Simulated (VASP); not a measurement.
A run of VASP 6.6.1:

File POSCAR:

```
BN
1.0
    0.0000000000      1.8130010000      1.8130010000
    1.8130010000      0.0000000000      1.8130010000
    1.8130010000      1.8130010000      0.0000000000
N B
1 1
Direct
    0.2500000000      0.2500000000      0.2500000000
    0.0000000000      0.0000000000      0.0000000000
```

INCAR.step1

```
PREC = Accurate
ENCUT = 600
EDIFF = 1E-5
ISMEAR = -1
SIGMA = 0.05
LREAL = False
LASPH = True
NELM = 60
ALGO = Normal
LWAVE = True
LCHARG = False
GGA = PE
```

File INCAR.step2:

```
PREC = Accurate
ENCUT = 600
EDIFF = 1E-6
ISMEAR = -1
SIGMA = 0.05
LREAL = False
LASPH = True
NELM = 60
ALGO = Normal
ISIF = 3
LWAVE = False
LCHARG = False
GGA = PE
LHFCALC = True
AEXX = 1.0
ALDAC = 0.0
AGGAC = 0.0
PRECFOCK = Fast
HFRCUT = -1
IBRION = 2
NSW = 60
EDIFFG = -0.01
ISTART = 1
```

File KPOINTS:

```
Automatic mesh
0
Gamma
  7 7 7
```

Potentials or basis: VASP PAW PBE potentials, release 64 (N, B).

Launch:

```sh
$ cat potpaw_PBE.64/N/POTCAR potpaw_PBE.64/B/POTCAR > POTCAR
$ cp INCAR.step1 INCAR
$ mpirun -np 1 vasp_std > vasp.out
$ cp INCAR.step2 INCAR
$ mpirun -np 1 vasp_std > vasp.out
```

Hardware: 1 thread of Intel(R) Xeon(R) Platinum 8375C CPU @ 2.90GHz (Ice Lake), on a shared host.

**Question.** Estimate the wall time of this run.

**Answer.** Wall time 7.9 min on 1 thread of Intel(R) Xeon(R) Platinum 8375C CPU @ 2.90GHz (Ice Lake), on a shared host, peak memory 0.13 GiB. Counts: scf iterations 40, k points 20, ion steps 3.
